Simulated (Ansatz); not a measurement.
**Cost and result for the equilibrium volume of HfO2**

```cif
data_structure
_symmetry_space_group_name_H-M 'P 1'
_symmetry_Int_Tables_number 1
_cell_length_a 5.1180
_cell_length_b 5.1857
_cell_length_c 5.2841
_cell_angle_alpha 90.000
_cell_angle_beta 99.352
_cell_angle_gamma 90.000
_cell_volume 138.38
loop_
_atom_site_label
_atom_site_type_symbol
_atom_site_fract_x
_atom_site_fract_y
_atom_site_fract_z
_atom_site_occupancy
Hf1 Hf 0.27550 0.46030 0.70800 1
Hf2 Hf 0.72450 0.96030 0.79200 1
Hf3 Hf 0.72450 0.53970 0.29200 1
Hf4 Hf 0.27550 0.03970 0.20800 1
O1 O 0.07420 0.16840 0.84670 1
O2 O 0.92580 0.66840 0.65330 1
O3 O 0.92580 0.83160 0.15330 1
O4 O 0.07420 0.33160 0.34670 1
O5 O 0.44870 0.74190 0.98010 1
O6 O 0.55130 0.24190 0.51990 1
O7 O 0.55130 0.25810 0.01990 1
O8 O 0.44870 0.75810 0.48010 1
```

| rung | level | program and potentials | cutoff (eV) | k mesh | core time | chip | equilibrium volume (Å³/atom) | notes |
| --- | --- | --- | --- | --- | --- | --- | --- | --- |
| LDA | SVWN5 | Ansatz, Ansatz PAW | 420 | 5 × 5 × 5 | 4.2 min | Arm Neoverse V1 | 11.11 | potentials made for PBE, which Ansatz adapts in part |
| GGA + dispersion | BLYP+D4 | Ansatz, Ansatz PAW | 420 | 5 × 5 × 5 | 4.9 min | Arm Neoverse V1 | 11.84 | potentials made for PBE, which Ansatz adapts in part |
| GGA | BPBE | Ansatz, Ansatz PAW | 420 | 5 × 5 × 5 | 5.2 min | Arm Neoverse V1 | 11.80 | potentials made for PBE, which Ansatz adapts in part |
| GGA + dispersion | BLYP+D3(BJ) | Ansatz, Ansatz PAW | 420 | 5 × 5 × 5 | 5.6 min | Intel Xeon Skylake/Cascade Lake | 11.73 | potentials made for PBE, which Ansatz adapts in part |
| GGA | PBE | Ansatz, Ansatz PAW | 420 | 5 × 5 × 5 | 6.7 min | Intel Xeon Skylake/Cascade Lake | 11.83 | - |
| GGA + dispersion | PBE+D3(BJ) | Ansatz, Ansatz PAW | 420 | 5 × 5 × 5 | 6.8 min | Intel Xeon Skylake/Cascade Lake | 11.63 | - |
| GGA | revPBE | Ansatz, Ansatz PAW | 420 | 5 × 5 × 5 | 8.8 min | Intel Xeon Skylake/Cascade Lake | 12.03 | potentials made for PBE, which Ansatz adapts in part |
| GGA | BLYP | Ansatz, Ansatz PAW | 420 | 5 × 5 × 5 | 9.1 min | Intel Xeon Skylake/Cascade Lake | 12.16 | potentials made for PBE, which Ansatz adapts in part |
| GGA | RPBE | Ansatz, Ansatz PAW | 420 | 5 × 5 × 5 | 9.7 min | Intel Xeon Skylake/Cascade Lake | 12.10 | potentials made for PBE, which Ansatz adapts in part |

Times are single runs on shared hosts and different chips, so they are rough; meshes, cutoffs and the tasks' sizes weigh on the time. Task: relaxation of cell and atoms. All rows: no spin polarisation. Meshes are those of the run's cell of 12 atoms unless a note names another. Relaxations start from the cell shown or near it and stop with a little pressure left. Runs on faulty files, with rough fits or with known faults for this quantity aren't shown. No row holds spin-orbit coupling.

By rung: LDA 11.11; GGA + dispersion 11.63 to 11.84; GGA 11.80 to 12.16 (Å³/atom).

The equilibrium volume grows from LDA to every gradient-corrected functional. LDA typically overbinds, while gradient corrections favour the inhomogeneous density of stretched bonds and so soften the polar Hf-O contacts. The stronger exchange enhancement of revPBE and RPBE at large density gradients fits their expansion beyond PBE. BPBE and BLYP share their exchange part, yet give 11.80 and 12.16 Å³/atom, which suggests that correlation matters here as much as the choice of exchange.

Dispersion terms contract the cell in each available pairing, more for BLYP than for PBE, probably because their damping is fitted to each parent functional and offsets part of its excess repulsion. This contraction doesn't make HfO2 a van der Waals solid; its cohesion remains mainly ionic, with some covalency between O 2p and Hf 5d states. The timings give no sign that dispersion adds appreciable cost, since the number of relaxation steps probably outweighs it. Agreement in volume alone wouldn't establish a reliable energy ordering of the HfO2 polymorphs.
